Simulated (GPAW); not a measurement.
## Quasiparticle gap of BN (Qingsongite) in GPAW

Wanted: ground state, empty states, screening and self-energy for BN (Qingsongite).

Main program and level: GPAW 26.7.0; PBE and many-body steps on it, plane waves.

## 1. The starting structure

The structure is cubic, space group F-43m (No. 216). The conventional cell has a = 3.615 Å, b = 3.615 Å, c = 3.615 Å, α = 90.00°, β = 90.00°, γ = 90.00°. Nearest to B lie 4 N at 1.57 Å. Nearest to N lie 4 B at 1.57 Å. Farther neighbours and most contacts between anions are not listed.

The cell and positions come from the Crystallography Open Database and are kept as given unless a step says otherwise.

## 2. Ground state

This step: GPAW 26.7.0; DFT, PBE, plane waves, PAW.

The ground-state density comes first.

Contents of run.py:

```python
import json
import numpy as np
from gpaw.mpi import world
from ase import Atoms
from gpaw import GPAW, PW, FermiDirac

atoms = Atoms(['B', 'N'],
    cell=[[0.0000000000, 1.8075000000, 1.8075000000],
      [1.8075000000, 0.0000000000, 1.8075000000],
      [1.8075000000, 1.8075000000, 0.0000000000]],
    scaled_positions=[[0.0000000000, 0.0000000000, 0.0000000000],
      [0.2500000000, 0.2500000000, 0.2500000000]],
    pbc=(True, True, True))
calc = GPAW(mode=PW(600),
    xc='PBE',
    kpts={'size': (12, 12, 12), 'gamma': True},
    occupations=FermiDirac(0.001),
    nbands=-7,
    convergence={'density': 1e-6, 'bands': -3},
    maxiter=100,
    txt='gs.txt')
atoms.calc = calc
res = {'energy': atoms.get_potential_energy()}
kpts = calc.get_ibz_k_points()
res['kpts'] = kpts
res['eigenvalues'] = [calc.get_eigenvalues(kpt=k) for k in range(len(kpts))]
res['n_electrons'] = calc.get_number_of_electrons()
calc.write('gs.gpw')

if world.rank == 0:
    with open('result.json', 'w') as f:
        json.dump(res, f, default=lambda x: x.tolist())
```

Run with:

```
mpirun -n 8 gpaw python run.py
```

Numbers of over 12 decimals in the logs are rounded to 6 here.

The program printed:

```text
__  _  _
 | _ |_)|_||  |
 |__||  | ||/\| - 26.7.0

Input parameters:
  mode=PW(ecut=600.0),
  convergence={'density': 1e-06, 'bands': -3},
  kpts=MonkhorstPack(size=(12, 12, 12), gamma=True),
  maxiter=100,
  nbands=-7,
  occupations=Occupations(name='fermi-dirac', width=0.001, fixmagmom=False),
  xc=XC(name='PBE')
  [... matrices ...]
Diagonalizing LCAO Hamiltonian
Converting LCAO to pw mode

          N
       B

Atoms  # Å, Bohr magnetons
|   | symbol |        x |        y |        z |    initial magnetic moments |
| 0 |      B | 0.000000 | 0.000000 | 0.000000 | ( 0.0000,  0.0000,  0.0000) |
| 1 |      N | 0.903750 | 0.903750 | 0.903750 | ( 0.0000,  0.0000,  0.0000) |

Unit cell  # Å
| periodic |        x |        y |        z |  lengths |    angles |
|      yes | 0.000000 | 1.807500 | 1.807500 | 2.556191 | 60.000000 |
|      yes | 1.807500 | 0.000000 | 1.807500 | 2.556191 | 60.000000 |
|      yes | 1.807500 | 1.807500 | 0.000000 | 2.556191 | 60.000000 |

Number of symmetries: 24
Symmetry operations  # r_c * U_cc + t_c -> r_c
|    | kind |            matrix            |
|  0 |  E   |  1, 0, 0,  0, 1, 0,  0, 0, 1 |
|  1 |  σ   |  1, 0, 0,  0, 0, 1,  0, 1, 0 |
|  2 |  σ   |  1, 0,-1,  0, 1,-1,  0, 0,-1 |
|  3 |  C3  |  1, 0,-1,  0, 0,-1,  0, 1,-1 |
|  4 |  C3  |  1,-1, 0,  0,-1, 1,  0,-1, 0 |
|  5 |  σ   |  1,-1, 0,  0,-1, 0,  0,-1, 1 |
|  6 |  σ   |  0, 1, 0,  1, 0, 0,  0, 0, 1 |
|  7 |  C3  |  0, 1, 0,  0, 0, 1,  1, 0, 0 |
|  8 |  C2  |  0, 1,-1,  1, 0,-1,  0, 0,-1 |
|  9 |  S4  |  0, 1,-1,  0, 0,-1,  1, 0,-1 |
| 10 |  C3  |  0, 0, 1,  1, 0, 0,  0, 1, 0 |
| 11 |  σ   |  0, 0, 1,  0, 1, 0,  1, 0, 0 |
| 12 |  S4  |  0, 0,-1,  1, 0,-1,  0, 1,-1 |
| 13 |  C3  |  0, 0,-1,  0, 1,-1,  1, 0,-1 |
| 14 |  S4  |  0,-1, 1,  1,-1, 0,  0,-1, 0 |
| 15 |  C2  |  0,-1, 1,  0,-1, 0,  1,-1, 0 |
| 16 |  C3  |  0,-1, 0,  1,-1, 0,  0,-1, 1 |
| 17 |  S4  |  0,-1, 0,  0,-1, 1,  1,-1, 0 |
| 18 |  S4  | -1, 1, 0, -1, 0, 1, -1, 0, 0 |
| 19 |  C3  | -1, 1, 0, -1, 0, 0, -1, 0, 1 |
| 20 |  C3  | -1, 0, 1, -1, 1, 0, -1, 0, 0 |
| 21 |  S4  | -1, 0, 1, -1, 0, 0, -1, 1, 0 |
| 22 |  σ   | -1, 0, 0, -1, 1, 0, -1, 0, 1 |
| 23 |  C2  | -1, 0, 0, -1, 0, 1, -1, 1, 0 |

BZ-sampling:
  Number of BZ points: 1728
  Number of IBZ points: 72

  Monkhorst-Pack size: [12, 12, 12]
  Monkhorst-Pack shift: [0.041667, 0.041667, 0.041667]

K-points  # in reciprocal-cell coordinates
|     |                                coordinates |     weight |
|   0 | ( -0.00000000,  -0.00000000,  -0.00000000) | 0.00057870 |
|   1 | (  0.08333333,   0.08333333,  -0.00000000) | 0.00347222 |
|   2 | (  0.08333333,   0.08333333,   0.08333333) | 0.00462963 |
|   3 | (  0.16666667,   0.08333333,   0.08333333) | 0.00694444 |
|   4 | (  0.16666667,   0.16666667,  -0.00000000) | 0.00347222 |
|   5 | (  0.16666667,   0.16666667,   0.08333333) | 0.01388889 |
|   6 | (  0.16666667,   0.16666667,   0.16666667) | 0.00462963 |
|   7 | (  0.25000000,   0.16666667,   0.08333333) | 0.01388889 |
|   8 | (  0.25000000,   0.16666667,   0.16666667) | 0.01388889 |
|   9 | (  0.25000000,   0.25000000,  -0.00000000) | 0.00347222 |
| ... |                                            |            |
|  71 | (  0.50000000,   0.50000000,   0.50000000) | 0.00231481 |

Plane wave coefficients: 411
Cutoff: 600.0 eV

Spin-components: 1 (collinear spins)
Bands:           11
Projectors:      10
Spin-degeneracy: 2
Datatype:        complex128

  Storage: CPU
  Wave functions: 5_208_192 bytes (651_024 per core)
  Projectors: 9_942_912 bytes (1_242_864 per core)
  [... matrices ...]
Parallelization:
  kpt:    8
  domain: 1
  band:   1

Density:
  Valence electrons: 8.0
  Components: 1
  Grid points: [15 15 15]
  Charge: 0.0  # |e|

Potential:
  Grid points: [15 15 15]

species:
  B:
    name:    Boron
    Z:       5.0
    valence: 3
    core:    2
    charge:  0.0  # [|e|]
    compensation charges:
      type: gauss
      rc: 0.20  # [Å]
      lmax: 2
    cutoffs:
      filter: 1.14  # [Å]
      core: 1.38  # [Å]
    projectors
    | kind |    occ | energy [eV] | rcut [Å] |
    |   2s |  2.000 |      -9.443 |    0.635 |
    |   2p |  1.000 |      -3.606 |    0.635 |
    |    s |        |      17.768 |    0.635 |
    |    p |        |      23.605 |    0.635 |
    |    d |        |       0.000 |    0.635 |

    Using partial waves for B as LCAO basis

  N:
    name:    Nitrogen
    Z:       7.0
    valence: 5
    core:    2
    charge:  0.0  # [|e|]
    compensation charges:
      type: gauss
      rc: 0.18  # [Å]
      lmax: 2
    cutoffs:
      filter: 1.11  # [Å]
      core: 0.96  # [Å]
    projectors
    | kind |    occ | energy [eV] | rcut [Å] |
    |   2s |  2.000 |     -18.583 |    0.603 |
    |   2p |  3.000 |      -7.089 |    0.529 |
    |    s |        |       8.629 |    0.603 |
    |    p |        |      20.123 |    0.529 |
    |    d |        |       0.000 |    0.577 |

    Using partial waves for N as LCAO basis

Reference energy: -2151.211071  # eV

eigensolver:
  PPCG
  Converge bands: -3
  niter=2

density mixing:
  MSR1-Mixer
  Pratt-step length: 0.05
  Maximum mixing coefficient: 0.75
  Old densities: 10
  SVD Regularization: 0.005
  Good broyden scale: 1.0
  Trust region scale: 1.0
  Backstep threshold: 4.0
  History deletion threshold: 6.0
  Fourier metric: weight=20.0, sigma=0.015

occupation numbers:
  Fermi-Dirac:
    width: 0.0010  # eV

poisson solver:
  ecut: 4800.0  # eV

xc functional:
  name: PBE with 2 nearest neighbor stencil

Initialization done in: 1.308 s

convergence criteria:
- Maximum integral of absolute [dens]ity change: 1e-06 electrons / valence electron
- Maximum [total energy] change in last 3 cyles: 0.0005 eV / valence electron
- Maximum integral of absolute [eigenst]ate change: 4e-08 eV^2 / valence electron
maximum number of iterations: 100

SCF iterations
|iter     |     time |      energy | eigst |  dens |
|iter:   1|  |  -18.122957 | +1.24 |       |
|iter:   2|  |  -17.956523 | -0.52 | -0.74 |
|iter:   3|  |  -17.327228 | -1.08 | -0.79 |
|iter:   4|  |  -17.319301 | -2.36 | -1.38 |
|iter:   5|  |  -17.318937 | -3.15 | -1.83 |
|iter:   6|  |  -17.319000c| -4.70 | -2.59 |
|iter:   7|  |  -17.319000c| -6.32 | -3.56 |
|iter:   8|  |  -17.319000c| -8.08c| -4.31 |
|iter:   9|  |  -17.319000c| -8.40c| -5.43 |
|iter:  10|  |  -17.319000c| -9.38c| -6.13c|

Converged in 10 steps
SCF loop duration: 0.837 s (0.084 s/step)
Energy contributions relative to reference atoms: (reference = -2151.211071)
  [... matrices ...]
Energy contributions:
  Kinetic:          15.379270
  Coulomb:         -14.392317
  Zero:             -0.001229
  External:          0.000000
  Xc:              -18.304724
  Entropy:          -0.000000
  Spinorbit:         0.000000
  ----------------------------
  Free energy:     -17.319000
  Extrapolated:    -17.319000

dipole moment: (-7.307154, -7.307154, -7.307154)  # |e|*Ang

Fermi level: 12.317
Eigenvalues  # (at kpt = [-0.000, -0.000, -0.000])
| band index |      eig [eV] | occ [0-2] |
|          0 |       -10.152 |     2.000 |
|          1 |        10.095 |     2.000 |
|          2 |        10.095 |     2.000 |
|          3 |        10.095 |     2.000 |
|          4 |        18.923 |     0.000 |
|          5 |        18.923 |     0.000 |
|          6 |        18.923 |     0.000 |
|          7 |        20.427 |     0.000 |
|          8 |        34.855 |     0.000 |
|          9 |        37.984 |     0.000 |
|         10 |        38.127 |     0.000 |

Gap: 4.457 eV
Transition (v -> c):
  (s=0, k=0, n=3, [-0.00, -0.00, -0.00]) -> (s=0, k=65, n=4, [0.50, 0.50, -0.00])
Direct/indirect transitions are different
Direct gap: 8.828 eV
Transition at: (s=0, k=0, n=3, [-0.00, -0.00, -0.00])
# Writing to gs.gpw (mode='')
  [... matrices ...]
```

Run time: 4.1 s. Hardware: 8 MPI ranks of Intel Xeon Platinum 8488C (Sapphire Rapids), shared host; peak memory 1.1 GiB; 30 s of CPU time.

Numbers from this step:

```
total energy               : -17.32 eV
gap                        : 4.457 eV
k of the valence top       : 0, 0, 0
k of the conduction bottom : 0.5, 0.5, 0
least direct gap           : 8.828 eV
```

The gap is indirect, with the least direct gap 4.37 eV higher.

## 3. Bands along the symmetry lines

The cheap functional maps the bands first; the places of the edges decide which points the dearer methods must see.

Contents of run.py:

```python
import json
import numpy as np
from gpaw.mpi import world
from gpaw import GPAW

path = [[0.000000, 0.000000, 0.000000],
    [-0.062500, -0.062500, 0.000000],
    [-0.125000, -0.125000, 0.000000],
    [-0.187500, -0.187500, 0.000000],
    [-0.250000, -0.250000, 0.000000],
    [-0.312500, -0.312500, 0.000000],
    [-0.375000, -0.375000, 0.000000],
    [-0.437500, -0.437500, 0.000000],
    [-0.500000, -0.500000, 0.000000],
    [-0.484375, -0.484375, 0.031250],
    [-0.468750, -0.468750, 0.062500],
    [-0.453125, -0.453125, 0.093750],
    [-0.437500, -0.437500, 0.125000],
    [-0.421875, -0.421875, 0.156250],
    [-0.406250, -0.406250, 0.187500],
    [-0.390625, -0.390625, 0.218750],
    [-0.375000, -0.375000, 0.250000],
    [-0.375000, 0.000000, 0.375000],
    [-0.328125, 0.000000, 0.328125],
    [-0.281250, 0.000000, 0.281250],
    [-0.234375, 0.000000, 0.234375],
    [-0.187500, 0.000000, 0.187500],
    [-0.140625, 0.000000, 0.140625],
    [-0.093750, 0.000000, 0.093750],
    [-0.046875, 0.000000, 0.046875],
    [0.000000, 0.000000, 0.000000],
    [0.000000, 0.000000, 0.062500],
    [0.000000, 0.000000, 0.125000],
    [0.000000, 0.000000, 0.187500],
    [0.000000, 0.000000, 0.250000],
    [0.000000, 0.000000, 0.312500],
    [0.000000, 0.000000, 0.375000],
    [0.000000, 0.000000, 0.437500],
    [-0.000000, -0.000000, 0.500000],
    [-0.062500, -0.031250, 0.468750],
    [-0.125000, -0.062500, 0.437500],
    [-0.187500, -0.093750, 0.406250],
    [-0.250000, -0.125000, 0.375000],
    [-0.312500, -0.156250, 0.343750],
    [-0.375000, -0.187500, 0.312500],
    [-0.437500, -0.218750, 0.281250],
    [-0.500000, -0.250000, 0.250000],
    [-0.500000, -0.281250, 0.218750],
    [-0.500000, -0.312500, 0.187500],
    [-0.500000, -0.343750, 0.156250],
    [-0.500000, -0.375000, 0.125000],
    [-0.500000, -0.406250, 0.093750],
    [-0.500000, -0.437500, 0.062500],
    [-0.500000, -0.468750, 0.031250],
    [-0.500000, -0.500000, 0.000000]]
calc = GPAW('gs.gpw').fixed_density(kpts=path,
    symmetry='off',
    nbands=14,
    convergence={'bands': 10},
    txt='bands.txt')
res = {}
kpts = calc.get_ibz_k_points()
res['kpts'] = kpts
res['eigenvalues'] = [calc.get_eigenvalues(kpt=k) for k in range(len(kpts))]
res['n_electrons'] = calc.get_number_of_electrons()

if world.rank == 0:
    with open('result.json', 'w') as f:
        json.dump(res, f, default=lambda x: x.tolist())
```

Run with:

```
mpirun -n 8 gpaw python run.py
```

The program printed:

```text
Diagonalizing LCAO Hamiltonian
Converting LCAO to pw mode
convergence criteria:
- Maximum integral of absolute [eigenst]ate change: 4e-08 eV^2 / valence electron
maximum number of iterations: 100

SCF iterations
|iter     |     time |      energy | eigst |  dens |
|iter:   1|  |             | +2.44 |       |
|iter:   2|  |             | +0.60 |       |
|iter:   3|  |             | -1.11 |       |
|iter:   4|  |             | -3.15 |       |
|iter:   5|  |             | -5.43 |       |
|iter:   6|  |             | -6.78 |       |
|iter:   7|  |             | -8.26c|       |
SCF steps: 7
  __  _  _
 | _ |_)|_||  |
 |__||  | ||/\| - 26.7.0

Input parameters:
  mode=PW(ecut=600.0),
  convergence={'bands': 10},
  gpts=array([15, 15, 15]),
  kpts=KPoints(kpts=array([[ 0.      ,  0.      ,  0.      ],
         [-0.0625  , -0.0625  ,  0.      ],
         [-0.125   , -0.125   ,  0.      ],
         [-0.1875  , -0.1875  ,  0.      ],
[...]
[-0.484375, -0.484375,  0.03125 ],
[...]
[-0.453125, -0.453125,  0.09375 ],
[...]
[-0.421875, -0.421875,  0.15625 ],
[...]
[-0.390625, -0.390625,  0.21875 ],
[...]
[-0.328125,  0.      ,  0.328125],
[...]
[-0.234375,  0.      ,  0.234375],
[...]
[-0.140625,  0.      ,  0.140625],
[...]
[-0.046875,  0.      ,  0.046875],
         [ 0.      ,  0.      ,  0.      ],
         [ 0.      ,  0.      ,  0.0625  ],
         [ 0.      ,  0.      ,  0.125   ],
[...]
[ 0.      ,  0.      ,  0.375   ],
         [ 0.      ,  0.      ,  0.4375  ],
[...]
[-0.5     , -0.4375  ,  0.0625  ],
         [-0.5     , -0.46875 ,  0.03125 ],
         [-0.5     , -0.5     ,  0.      ]])),
  maxiter=100,
  nbands=14,
  occupations=Occupations(name='fermi-dirac', width=0.001, fixmagmom=False),
  parallel={},
  symmetry=Symmetry(point_group=False, time_reversal=False),
  xc=XC(name='PBE')
```

Run time: 3.5 s. Hardware: 8 MPI ranks; peak memory 0.95 GiB; 26 s of CPU time.

This step gave:

```yaml
gap: 4.457 eV
k_of_the_valence_top: 0, 0, 0
k_of_the_conduction_bottom: -0.5, -0.5, 0
least_direct_gap: 8.828 eV
```

The gap is 4.457 eV, as in the run before at this level.

The electronic bands at the labelled points (eV, zero at the top of the highest filled band; v1 is the highest filled band, c1 the lowest empty one):

| point | v4 | v3 | v2 | v1 | c1 | c2 | c3 | c4 |
| --- | --- | --- | --- | --- | --- | --- | --- | --- |
| Γ | -20.25 | 0.00 | 0.00 | 0.00 | 8.83 | 8.83 | 8.83 | 10.33 |
| halfway | -18.29 | -3.98 | -2.99 | -2.99 | 6.80 | 11.56 | 13.47 | 13.47 |
| X | -14.67 | -8.91 | -4.90 | -4.90 | 4.46 | 9.23 | 17.96 | 17.96 |
| halfway | -14.60 | -8.70 | -5.97 | -4.69 | 5.41 | 10.18 | 17.36 | 17.57 |
| U | -14.59 | -8.13 | -7.67 | -4.08 | 6.91 | 12.88 | 15.84 | 16.70 |
| jump to K | -14.59 | -8.13 | -7.67 | -4.08 | 6.91 | 12.88 | 15.84 | 16.70 |
| halfway | -18.07 | -5.75 | -3.91 | -1.11 | 10.65 | 10.72 | 11.21 | 13.57 |
| Γ | -20.25 | 0.00 | 0.00 | 0.00 | 8.83 | 8.83 | 8.83 | 10.33 |
| halfway | -18.77 | -5.48 | -1.12 | -1.12 | 9.64 | 10.35 | 10.35 | 13.59 |
| L | -16.04 | -10.69 | -1.93 | -1.93 | 10.14 | 10.72 | 10.72 | 15.27 |
| halfway | -15.34 | -9.70 | -4.83 | -3.44 | 9.60 | 11.18 | 14.39 | 15.79 |
| W | -14.36 | -7.58 | -6.97 | -6.51 | 9.61 | 13.31 | 14.51 | 14.68 |
| halfway | -14.52 | -8.50 | -5.77 | -5.71 | 6.52 | 10.90 | 16.26 | 17.45 |
| X | -14.67 | -8.91 | -4.90 | -4.90 | 4.46 | 9.23 | 17.96 | 17.96 |

The electronic bands as a text plot (rows in eV, shown from -8.0 to 10.5 only):

```
   10.1 |+ ++     +    +      ++ ++++ ++   +++++++++++        +
    9.3 | +        ++++     ++     +++  +++++         ++++++   ++
    8.5 |++++                         ++                    +
    7.8 |    +             +
    7.0 |     ++          +
    6.2 |       ++       +                                   +
    5.5 |         +    ++                                     +
    4.7 |          ++++                                        ++
    3.9 |
    3.2 |
    2.4 |
    1.6 |
    0.8 |
    0.1 |*                         ******
   -0.7 | *                      **  *  ****
   -1.5 |  **                 ***  **       ****
   -2.2 |    *                   ****    **     *****
   -3.0 |     **            **                      **
   -3.8 |     ****        **    ***        *         **
   -4.5 |         ********                            **
   -5.3 |       **    *       **            *           *     ***
   -6.1 |              **   **  *                      * * ***
   -6.8 |         *           **                        ****
   -7.6 |                ***                 **          ***
         Γ           X  U|K            Γ         L        W     X
```

## 4. Empty states on the mesh, 8×8×8 mesh, 72 bands

The sums over transitions need many empty states on a uniform mesh; this step solves for them.

Contents of run.py:

```python
import json
import numpy as np
from gpaw.mpi import world
from gpaw import GPAW

calc = GPAW('gs.gpw').fixed_density(kpts={'size': (8, 8, 8), 'gamma': True},
    parallel={'domain': 1, 'band': 1},
    txt='nscf.txt')
calc.diagonalize_full_hamiltonian(nbands=72)
calc.write('full.gpw', mode='all')
res = {}
kpts = calc.get_ibz_k_points()
res['kpts'] = kpts
res['eigenvalues'] = [calc.get_eigenvalues(kpt=k) for k in range(len(kpts))]
res['n_electrons'] = calc.get_number_of_electrons()

if world.rank == 0:
    with open('result.json', 'w') as f:
        json.dump(res, f, default=lambda x: x.tolist())
```

Run with:

```
mpirun -n 8 gpaw python run.py
```

The program printed:

```text
Diagonalizing LCAO Hamiltonian
Converting LCAO to pw mode
convergence criteria:
- Maximum integral of absolute [eigenst]ate change: 4e-08 eV^2 / valence electron
maximum number of iterations: 100

SCF iterations
|iter     |     time |      energy | eigst |  dens |
|iter:   1|  |             | +1.31 |       |
|iter:   2|  |             | -0.35 |       |
|iter:   3|  |             | -2.44 |       |
|iter:   4|  |             | -4.23 |       |
|iter:   5|  |             | -6.01 |       |
|iter:   6|  |             | -7.53c|       |
SCF steps: 6
  __  _  _
 | _ |_)|_||  |
 |__||  | ||/\| - 26.7.0

Input parameters:
  mode=PW(ecut=600.0),
  convergence={'density': 1e-06, 'bands': -3},
  gpts=array([15, 15, 15]),
  kpts=MonkhorstPack(size=(8, 8, 8), gamma=True),
  maxiter=100,
  nbands=11,
  occupations=Occupations(name='fermi-dirac', width=0.001, fixmagmom=False),
  parallel={'domain': 1, 'band': 1},
  xc=XC(name='PBE')
Matrix size: 411x411
# Writing to full.gpw (mode='all')
  [... matrices ...]

timing:  # [seconds]
  Total: 0.469  # ━━━━━━━━━━━━━━━━━━━━━━━━━━━━━━━━━━━━━━━━━━━━━━━━━━━━━━━━━━━
```

The job ended after 4.1 s (8 MPI ranks; peak memory 1.3 GiB).

Numbers from this step:

```yaml
gap: 4.457 eV
k_of_the_valence_top: 0, 0, 0
k_of_the_conduction_bottom: 0.5, 0.5, 0
least_direct_gap: 8.828 eV
k_points_computed: 29
lowest_point_of_the_top_converged_band_above_the_valence_top: 164.9556 eV
```

On this mesh the gap is 4.457 eV.

(Continued in part 2 of 2.)

[Paths, hosts, dates, memory and timing lines, banners, echoed tables and standing remarks are left out of the program output.]

[Logs are printed without paths, hosts, clocks, repeated set-up lines and the standing remarks that a program may print on its own settings, such as how far it seeks lower states.]

[Runs of the session that timed out or met a known fault of the program may be left out.]

[Hosts, paths, dates, database ids (printed as entryN), source tags and the programs' standing remarks are cut or masked in the printed files.]
